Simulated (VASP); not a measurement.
A run of VASP 6.6.1 is set up as follows.

INCAR

```
PREC = Accurate ; ENCUT = 520
EDIFF = 1E-6 ; ISMEAR = -1
SIGMA = 0.1 ; LREAL = False
LASPH = True ; NELM = 100
ALGO = Fast ; ISIF = 2
LWAVE = False ; LCHARG = False
GGA = CA ; NBANDS = 18
```

File KPOINTS:

```
regular mesh
0
Gamma
  24 24 13
```

Contents of POSCAR:

```
Cu
1.0
    2.4861033345      0.0000000000      0.0000000000
   -1.2430516672      2.1530286441      0.0000000000
    0.0000000000      0.0000000000      4.0730469846
Cu
2
Direct
    0.3333333333      0.6666666667      0.2500000000
    0.6666666667      0.3333333333      0.7500000000
```

Potentials or basis: VASP PAW LDA potentials, release 64 (Cu).

Launch:

```bash
$ cat potpaw_LDA.64/Cu/POTCAR > POTCAR
$ mpirun -np 1 vasp_std > vasp.out
```

(1) What does it give for the band gap on the k mesh?

(2) Predict the pressure.

## Answers

(1) none (metal or under the smearing width).

(2) 0.8 GPa.
